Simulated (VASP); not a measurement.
# SiC (Moissanite 6H) (P6_3mc) in VASP: further runs, part 2 of 2

VASP 6.6.1.

## 3. Relaxation of cell and atoms, PBEsol

This run uses another cell than the first one, of 10.34 Å³/atom, 0.986 times its volume.

Contents of INCAR:

```
  ALGO = Normal
  EDIFF = 1E-7
  EDIFFG = -0.005
  ENCUT = 600
  GGA = PS
  IBRION = 2
  ISIF = 3
  ISMEAR = 0
  KPAR = 4
  LASPH = True
  LCHARG = False
  LREAL = False
  LWAVE = False
  NELM = 80
  NSW = 90
  PREC = Accurate
  SIGMA = 0.03
```

Contents of KPOINTS:

```
k-points
0
Gamma
  12 12 2
```

Contents of POSCAR:

```
SiC                                     
1.0
    3.0798348513     -0.0000000000     -0.0000000000
   -1.5399174256      2.6672152207      0.0000000000
    0.0000000000      0.0000000000     15.1116731378
  Si              C             
     6     6
Direct
     0.0000000000000000    0.0000000000000000    0.1250363669735098
     0.0000000000000000    0.0000000000000000    0.6250363669735097
     0.3333333332999970    0.6666666667000030    0.2918190986567563
     0.6666666667000030    0.3333333332999970    0.7918190986567560
     0.3333333332999970    0.6666666667000030    0.9583117383177078
     0.6666666667000030    0.3333333332999970    0.4583117383177078
     0.0000000000000000    0.0000000000000000    0.9996886893862486
     0.0000000000000000    0.0000000000000000    0.4996886893862487
     0.3333333332999970    0.6666666667000030    0.1668269791811045
     0.6666666667000030    0.3333333332999970    0.6668269791811045
     0.3333333332999970    0.6666666667000030    0.8333171274846729
     0.6666666667000030    0.3333333332999970    0.3333171274846730
```

Potentials or basis: VASP PAW PBE potentials, release 64 (Si, C).

Command:

```sh
cat potpaw_PBE.64/Si/POTCAR potpaw_PBE.64/C/POTCAR > POTCAR
mpirun -np 4 vasp_std > vasp.out
```

OUTCAR:

```text
EDIFF = 1E-7
   EDIFFG = -0.005
   ENCUT = 600
   GGA = PS
   IBRION = 2
   ISIF = 3
   ISMEAR = 0
   LASPH = True
   LREAL = False
   NELM = 80
   NSW = 90
   PREC = Accurate

 ion  position               nearest neighbor table
   1  0.000  0.000  0.125-   9 1.89   9 1.89   9 1.89   7 1.89   5 3.08   5 3.08   5 3.08   3 3.08
                             3 3.08   3 3.08
   2  0.000  0.000  0.625-  10 1.89  10 1.89  10 1.89   8 1.89   6 3.08   6 3.08   6 3.08   4 3.08
                             4 3.08   4 3.08
   3  0.333  0.667  0.292-  12 1.89  12 1.89  12 1.89   9 1.89   6 3.08   6 3.08   6 3.08   1 3.08
                             1 3.08   1 3.08
   4  0.667  0.333  0.792-  11 1.89  11 1.89  11 1.89  10 1.89   5 3.08   5 3.08   5 3.08   2 3.08
                             2 3.08   2 3.08
   5  0.333  0.667  0.958-   7 1.88   7 1.88   7 1.88  11 1.89   4 3.08   4 3.08   4 3.08   1 3.08
                             1 3.08   1 3.08
   6  0.667  0.333  0.458-   8 1.88   8 1.88   8 1.88  12 1.89   3 3.08   3 3.08   3 3.08   2 3.08
                             2 3.08   2 3.08
   7  0.000  0.000  1.000-   5 1.88   5 1.88   5 1.88   1 1.89
   8  0.000  0.000  0.500-   6 1.88   6 1.88   6 1.88   2 1.89
   9  0.333  0.667  0.167-   1 1.89   1 1.89   1 1.89   3 1.89
[... 1034 lines left out ...]
     31      14.1115      0.00000

 [... further k-points ...]
[... 5 lines left out ...]
  --------------------------------------------------------------------------------------
  -------------------------------------------------------------------------------------
  Total        0.0090700      0.0090700      0.0049933      0.0000000     -0.0000000     -0.0000000
  in kB        0.1170632      0.1170632      0.0644460      0.0000000     -0.0000000     -0.0000000
  external PRESSURE =       0.0995241 kB  Pullay stress =       0.0000000 kB

 VOLUME and BASIS-vectors are now :
 -----------------------------------------------------------------------------
  energy-cutoff  :      600.00
  volume of cell :      124.14
      direct lattice vectors                 reciprocal lattice vectors
     3.079834851  0.000000000  0.000000000     0.324692735  0.187461438  0.000000000
    -1.539917426  2.667215221  0.000000000     0.000000000  0.374922875  0.000000000
     0.000000000  0.000000000 15.111673138     0.000000000  0.000000000  0.066174009

 POSITION                                       TOTAL-FORCE (eV/Angst)
 -----------------------------------------------------------------------------------
      0.00000      0.00000      1.88951         0.000000      0.000000      0.000314
      0.00000      0.00000      9.44535         0.000000      0.000000      0.000314
     -0.00000      1.77814      4.40987        -0.000000      0.000000     -0.000493
      1.53992      0.88907     11.96571         0.000000     -0.000000     -0.000493
     -0.00000      1.77814     14.48169         0.000000      0.000000      0.000077
      1.53992      0.88907      6.92586         0.000000      0.000000      0.000077
      0.00000      0.00000     15.10697         0.000000      0.000000     -0.000807
      0.00000      0.00000      7.55113         0.000000     -0.000000     -0.000807
     -0.00000      1.77814      2.52103         0.000000      0.000000      0.000397
      1.53992      0.88907     10.07687        -0.000000      0.000000      0.000397
     -0.00000      1.77814     12.59282         0.000000      0.000000      0.000512
      1.53992      0.88907      5.03698        -0.000000      0.000000      0.000512
 -----------------------------------------------------------------------------------
    total drift:                                0.000000      0.000000      0.000120

  FREE ENERGIE OF THE ION-ELECTRON SYSTEM (eV)
  ---------------------------------------------------
  free  energy   TOTEN  =       -95.5121101841 eV

  energy  without entropy=      -95.5121101841  energy(sigma->0) =      -95.51211018

 reached required accuracy - stopping structural energy minimisation
```

OSZICAR:

```text
N       E                     dE             d eps       ncg     rms          rms(c)
DAV:   1     0.153580500580E+03    0.15358E+03   -0.24289E+04  2356   0.158E+03
DAV:   2    -0.928278856124E+02   -0.24641E+03   -0.23420E+03  3138   0.240E+02
DAV:   3    -0.106032828131E+03   -0.13205E+02   -0.13120E+02  2888   0.565E+01
DAV:   4    -0.106282263105E+03   -0.24943E+00   -0.24890E+00  2898   0.862E+00
DAV:   5    -0.106288677457E+03   -0.64144E-02   -0.64119E-02  2846   0.133E+00    0.214E+01
DAV:   6    -0.959676944387E+02    0.10321E+02   -0.34270E+01  2727   0.232E+01    0.961E+00
DAV:   7    -0.955927369009E+02    0.37496E+00   -0.28073E+00  3193   0.698E+00    0.396E+00
DAV:   8    -0.955196584913E+02    0.73078E-01   -0.19858E-01  2804   0.200E+00    0.105E+00
DAV:   9    -0.955117850247E+02    0.78735E-02   -0.22709E-02  2881   0.718E-01    0.168E-01
DAV:  10    -0.955120927341E+02   -0.30771E-03   -0.13186E-03  2875   0.185E-01    0.796E-02
DAV:  11    -0.955121095691E+02   -0.16835E-04   -0.94316E-05  2881   0.624E-02    0.148E-02
DAV:  12    -0.955121094866E+02    0.82497E-07   -0.84417E-06  2944   0.125E-02    0.574E-03
DAV:  13    -0.955121102772E+02   -0.79056E-06   -0.64069E-07  2888   0.375E-03    0.332E-03
DAV:  14    -0.955121101841E+02    0.93125E-07   -0.62223E-08  1913   0.136E-03
   1 F= -.95512110E+02 E0= -.95512110E+02  d E =-.955121E+02
```

CONTCAR:

```text
SiC
   1.00000000000000
     3.0798348512999998    0.0000000000000000    0.0000000000000000
    -1.5399174255999999    2.6672152207000002    0.0000000000000000
     0.0000000000000000    0.0000000000000000   15.1116731378000004
  Si              C
     6     6
Direct
     0.0000000000000000    0.0000000000000000    0.1250363669735108
     0.0000000000000000    0.0000000000000000    0.6250363669735108
     0.3333333332999970    0.6666666667000030    0.2918190986567595
     0.6666666667000030    0.3333333332999970    0.7918190986567595
     0.3333333332999970    0.6666666667000030    0.9583117383177111
     0.6666666667000030    0.3333333332999970    0.4583117383177111
     0.0000000000000000    0.0000000000000000    0.9996886893862467
     0.0000000000000000    0.0000000000000000    0.4996886893862467
     0.3333333332999970    0.6666666667000030    0.1668269791811028
     0.6666666667000030    0.3333333332999970    0.6668269791811028
     0.3333333332999970    0.6666666667000030    0.8333171274846762
     0.6666666667000030    0.3333333332999970    0.3333171274846762

  0.00000000E+00  0.00000000E+00  0.00000000E+00
  0.00000000E+00  0.00000000E+00  0.00000000E+00
  0.00000000E+00  0.00000000E+00  0.00000000E+00
  0.00000000E+00  0.00000000E+00  0.00000000E+00
  0.00000000E+00  0.00000000E+00  0.00000000E+00
  0.00000000E+00  0.00000000E+00  0.00000000E+00
  0.00000000E+00  0.00000000E+00  0.00000000E+00
  0.00000000E+00  0.00000000E+00  0.00000000E+00
  0.00000000E+00  0.00000000E+00  0.00000000E+00
  0.00000000E+00  0.00000000E+00  0.00000000E+00
  0.00000000E+00  0.00000000E+00  0.00000000E+00
  0.00000000E+00  0.00000000E+00  0.00000000E+00
```

Wall time 99 s (4 MPI ranks of Intel Xeon Platinum 8375C at 2.90GHz (Ice Lake), shared host); peak memory 0.36 GiB.

Results:

```
Free energy             : -95.5121 eV
Pressure after relaxing : 0.0 GPa
Band gap on the k mesh  : 1.91 eV, indirect (least direct gap 3.02 eV)
```

Final structure:
```
Si C
1.0
     3.07983    0.00000    0.00000
    -1.53992    2.66722    0.00000
     0.00000    0.00000   15.11167
Si C
6 6
Cartesian
  0.0000 0.0000 1.8895
  0.0000 0.0000 9.4453
  0.0000 1.7781 4.4099
  1.5399 0.8891 11.9657
  0.0000 1.7781 14.4817
  1.5399 0.8891 6.9259
  0.0000 0.0000 15.1070
  0.0000 0.0000 7.5511
  0.0000 1.7781 2.5210
  1.5399 0.8891 10.0769
  0.0000 1.7781 12.5928
  1.5399 0.8891 5.0370
```

Levels at points of the mesh, in eV from the valence-band top:
| k point | band 20 | band 21 | band 22 | band 23 | band 24 | band 25 | band 26 | band 27 | band 28 | band 29 |
| --- | --- | --- | --- | --- | --- | --- | --- | --- | --- | --- |
| (0.00, 0.00, 0.00) | -0.30 | -0.30 | -0.04 | 0.00 | 0.00 | 5.12 | 5.29 | 5.70 | 6.21 | 6.26 |
| (0.50, 0.00, 0.00) | -2.28 | -1.82 | -1.80 | -1.68 | -1.10 | 1.91 | 2.10 | 3.10 | 3.79 | 4.48 |
| (0.00, 0.00, 0.50) | -0.64 | -0.10 | -0.10 | -0.10 | -0.10 | 5.18 | 5.18 | 5.93 | 5.93 | 6.60 |
| (0.50, 0.00, 0.50) | -2.37 | -1.73 | -1.73 | -1.31 | -1.31 | 1.95 | 1.95 | 3.32 | 3.32 | 4.72 |

Caveat: the relaxation stopped at its first step, so nothing moved; the PAW data sets were made with another functional, which shifts forces and pressure a little.
